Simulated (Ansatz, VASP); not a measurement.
# PtSe2 (Sudovikovite) in VASP and in Ansatz

```
CELL_PARAMETERS angstrom
3.76445 0.00000 0.00000
-1.88222 3.26011 0.00000
0.00000 0.00000 4.86530
ATOMIC_POSITIONS crystal
Pt 0.00000 0.00000 0.00000
Se 0.33333 0.66667 0.26444
Se 0.66667 0.33333 0.73556
```

Alike in both runs: functional PBE; dispersion D3(BJ); k mesh 6 × 6 × 4; occupations gaussian, width 0.1 eV; no spin polarisation.

Ansatz relaxed the structure, and its values are those at the end. VASP's run is a single point on that final structure, the one shown.

```csv
,VASP,Ansatz
version,VASP 6.6.1,Ansatz 0.2.0
potentials or method,"VASP PAW PBE potentials, release 64 (Pt, Se)","scalar-relativistic, plane waves, PAW"
plane-wave cutoff (eV),520,420
valence electrons in the cell,22,50
```

VASP gave:

* gap on the k mesh at the Fermi level (eV): none
* pressure (GPa): -0.1
* rms of the force components (eV/Å): 0.006

Problem. What did Ansatz give for the same quantities?

Solution. gap on the k mesh at the Fermi level (eV): none; pressure (GPa): 0.0; rms of the force components (eV/Å): 0.003.

A gap of «none» marks a metal or a gap that the smearing closes. The two sets of potentials don't hold the same shells in valence.

Caveats: pairwise dispersion overbinds metals, which lowers pressure and volume. Spin-orbit coupling is left out, which matters for the levels of Pt.
